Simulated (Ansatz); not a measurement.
## Contact densities of Na against volume

```yaml
crystal:
  lattice:
    - [3.74857, 0.00000, 0.00000]
    - [-1.87428, 3.24635, 0.00000]
    - [0.00000, 0.00000, 6.09153]
  atoms:
    - { symbol: Na, position: [0.33333, 0.66667, 0.25000] }
    - { symbol: Na, position: [0.66667, 0.33333, 0.75000] }
```

Atom numbers follow the list: Na1, Na2.

Conventional cell: a = 3.749 Å, b = 3.749 Å, c = 6.092 Å, α = 90.00°, β = 90.00°, γ = 120.00°. Around Na (atom 1) lie 12 Na at 3.74 to 3.75 Å.

The cell was built from the hcp type and relaxed in the same program, and has space group P6_3/mmc; it needn't be a known or the stable phase.

Theory: DFT, PBE, all-electron PAW with datasets made for the crystal, scalar-relativistic in Ansatz 0.2.0.

The runs use a Γ-centred 12×12×7 k mesh, Fermi–Dirac smearing of 0.08 eV, cutoff 160 eV (chosen by the program for this cell), no spin polarisation.

The contact density is the mean electron density over the nuclear volume; its changes follow the s electrons' response to bonding and compression. Changes below are taken from the unscaled cell, where it is 5909.66 e/Å³ at Na1.

The datasets are made afresh for each cell, so very small changes are uncertain.

Task: Does compression raise or lower the contact density at Na1?

Result: It raises it, by 0.19 e/Å³ over the whole range.

Task: Tabulate the changes with volume.

Result: 
| V/V(cell) | P (GPa) | Δρ(0) Na1 (e/Å³) |
| --- | --- | --- |
| 0.9600 | 0.4 | 0.10 |
| 1.0000 | 0.0 | 0.00 |
| 1.0400 | -0.3 | -0.09 |
